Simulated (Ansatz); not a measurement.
## Ge: equation of state with PBE

Ge:

```
Ge
1.0
     3.99759    0.00000    0.00000
    -1.99879    3.46201    0.00000
     0.00000    0.00000    6.59938
Ge
4
Direct
  0.33333 0.66667 0.93710
  0.66667 0.33333 0.43710
  0.33333 0.66667 0.56290
  0.66667 0.33333 0.06290
```

This isn't the form of Ge at room conditions, which is diamond.

```json
{
  "Program": "Ansatz 0.2.0",
  "Task": "equation of state",
  "Functional": "PBE",
  "Potentials or basis": "all-electron LAPW, scalar-relativistic",
  "Basis error allowed": "0.001 eV/atom",
  "k mesh": "8 × 8 × 4",
  "Occupations": "fermi-dirac, width 0.05 eV",
  "Spin": "no spin polarisation"
}
```

```yaml
Equilibrium_volume: 23.88 Å³/atom
Bulk_modulus_at_fixed_shape_and_positions: 58 GPa
Pressure_derivative_of_the_bulk_modulus: "4.7 (rough: it moves with the points fitted)"
```

Energy against volume, from the lowest point:
```tsv
volume (Å³/atom)	energy (meV/atom)
21.463	54.68
21.920	34.50
22.377	19.52
22.833	9.09
23.290	2.70
23.747	0.00
24.203	0.65
```

All runs of the series together: 2.4 min on 2 threads of Intel(R) Xeon(R) Platinum 8259CL CPU @ 2.50GHz (Skylake/Cascade Lake), with other jobs on the host.

Caveat: the cell was scaled at fixed shape and fractional positions, which overstates the stiffness of a crystal with free parameters, most of all of layers and chains.
